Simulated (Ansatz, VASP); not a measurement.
# One calculation of SnTe, two programs

```
Sn Te
1.0
     0.00000    3.61115    3.61115
     3.61115    0.00000    3.61115
     3.61115    3.61115    0.00000
Sn Te
1 1
Cartesian
  0.0000 0.0000 0.0000
  5.4167 5.4167 5.4167
```

Measurements of this composition are mostly on another form, of space group No. 225.

Alike in both runs: task relaxation of cell and atoms; functional PBEsol; k mesh 4 × 4 × 4; occupations fermi-dirac, width 0.05 eV; no spin polarisation.

|  | VASP | Ansatz |
| --- | --- | --- |
| version | VASP 6.6.1 | Ansatz 0.2.0 |
| potentials or method | VASP PAW PBE potentials, release 64 (Sn_d, Te) | plane waves, PAW |
| plane-wave cutoff (eV) | 600 | 517 |
| valence electrons in the cell | 20 | 30 |

VASP gave:

```
gap on the k mesh at the Fermi level, each at its own relaxed structure (eV) : none
relaxed volume (Å³/atom)                                                     : 43.16
relaxed cell length with the largest relative difference (Å)                 : 4.961
energy change over the relaxation (meV/atom)                                 : -22
```

Task: Which values does Ansatz return?

Result: gap on the k mesh at the Fermi level, each at its own relaxed structure (eV): none; relaxed volume (Å³/atom): 43.16; relaxed cell length with the largest relative difference (Å): 4.961; energy change over the relaxation (meV/atom): -23.

A gap of «none» marks a metal or a gap that the smearing closes. The two sets of potentials don't hold the same shells in valence.

Caveats: the k mesh is coarse (spacing up to 0.38 Å⁻¹), so the values aren't converged; the PAW data sets were made with another functional, which shifts forces and pressure a little (VASP). The runs have no spin-orbit coupling, so splittings on Te are missing.
